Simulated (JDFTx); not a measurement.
Input of a JDFTx 1.7.0 (patched build) run:

File Si2Mo.in:

```
lattice \
   -3.0235617994     3.0235617994     3.0235617994 \
    3.0235617994    -3.0235617994     3.0235617994 \
    7.4275685328     7.4275685328    -7.4275685328
coords-type Lattice
ion Mo     0.0000000000     0.0000000000     0.0000000000 1
ion Si     0.6670000000     0.6670000000     0.0000000000 1
ion Si     0.3330000000     0.3330000000     0.0000000000 1

ion-species pseudo/Mo.upf
ion-species pseudo/Si.upf
elec-cutoff 40 320
elec-ex-corr gga-PBEsol
kpoint-folding 12 12 12
elec-smearing Fermi 0.0018374661
elec-n-bands 17
electronic-SCF nIterations 100 energyDiffThreshold 1e-09
electronic-minimize nIterations 30 energyDiffThreshold 1e-7
converge-empty-states yes
forces-output-coords Cartesian

dump-name run.$VAR
dump End Ecomponents EigStats BandEigs Kpoints Forces Stress
```

Potentials or basis: PseudoDojo-SR-PBEsol-0.4.1-standard with smoothed tails.

Command:

```sh
$ jdftx -c 1 -i Si2Mo.in -o Si2Mo.out
```

Question: What does it give for the band gap on the k mesh?

Answer: None (metal or under the smearing width).

Question: Predict the pressure.

Answer: -2.7 GPa.

Question: Predict the largest force.

Answer: 0.323 eV/Å.

Forces on the atoms (eV/Å):
```
Mo   0.000  0.000  0.000
Si   0.000  0.000 -0.323
Si   0.000  0.000  0.323
```
